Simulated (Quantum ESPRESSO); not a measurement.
# Nb under changes of volume

One of the cells (18.428 Å³/atom); the others are scaled copies at fixed shape and fractional positions:

```
Nb
1.0
    -1.66395    1.66395    1.66395
     1.66395   -1.66395    1.66395
     1.66395    1.66395   -1.66395
Nb
1
Direct
  0.00000 0.00000 0.00000
```

* Program: Quantum ESPRESSO 7.5
* Functional: LDA
* Potentials or basis: GBRV 1.5 LDA
* Cutoff: 612 eV
* Density cutoff: 4898 eV
* k mesh: 11 × 11 × 11
* Occupations: fermi-dirac, width 0.05 eV
* Spin: no spin polarisation

| volume (Å³/atom) | energy over the lowest point (meV/atom) | pressure (GPa) |
| --- | --- | --- |
| 17.322 | 0.00 | -1.8 |
| 17.691 | 7.63 | -5.5 |
| 18.060 | 23.25 | -8.8 |
| 18.428 | 46.21 | -11.9 |
| 18.797 | 76.07 | -14.8 |
| 19.165 | ? | ? |
| 19.534 | 154.12 | -19.6 |

Problem. What does the run at 19.165 Å³/atom give?

Solution. Energy over the lowest point 112.24 meV/atom; pressure -17.3 GPa.

Worked out: A Birch-Murnaghan fit of order 3 (a polynomial in V^(-2/3)) to the other rows has its minimum at 17.18 Å³/atom, just outside them, with B0 = V·E''(V) = 180 GPa (rough, since the energies scatter). It gives 112.13 meV/atom at 19.165 Å³/atom, against the run's 112.24, and -dE/dV = -17.0 GPa, against -17.3.

Energies are extrapolated to zero smearing.
